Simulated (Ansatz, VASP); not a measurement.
**Two plane-wave programs on HfO2**

```xyz
3
Lattice="0.0000 2.6214 2.4296 2.6214 0.0000 2.4296 2.6214 2.6214 0.0000" Properties=species:S:1:pos:R:3 pbc="T T T"
Hf    0.0000    0.0000    0.0000
O     1.3107    1.3107    1.2148
O     3.9322    3.9322    3.6444
```

Change from the starting cell: strain +0.025 along x and y, -0.050 along z, atoms carried along.

Alike in both runs: task single point; functional PBEsol; k mesh 8 × 8 × 8; occupations gaussian, width 0.05 eV; no spin polarisation.

|  | VASP | Ansatz |
| --- | --- | --- |
| version | VASP 6.6.1 | Ansatz 0.2.0 |
| potentials or method | VASP PAW PBE potentials, release 64 (Hf_pv, O) | scalar-relativistic, plane waves, PAW |
| plane-wave cutoff (eV) | 520 | 420 |
| valence electrons in the cell | 22 | 38 |

```csv
,VASP,Ansatz,Ansatz less VASP
gap on the k mesh at the Fermi level (eV),2.70,2.72,+0.014
least direct gap on the mesh (eV),2.93,2.93,+0.004
pressure (GPa),-12.8,-9.5,+3.35
largest component of the traceless stress (GPa),22.84,22.46,-0.386
```

With one functional, cell and mesh, what is left measures potentials, basis and numerics. The two sets of potentials don't hold the same shells in valence.

Caveats: the PAW data sets were made with another functional, which shifts forces and pressure a little (VASP); spin-orbit coupling is left out, which moves the levels of the heavy elements. A k mesh can miss the band edges.
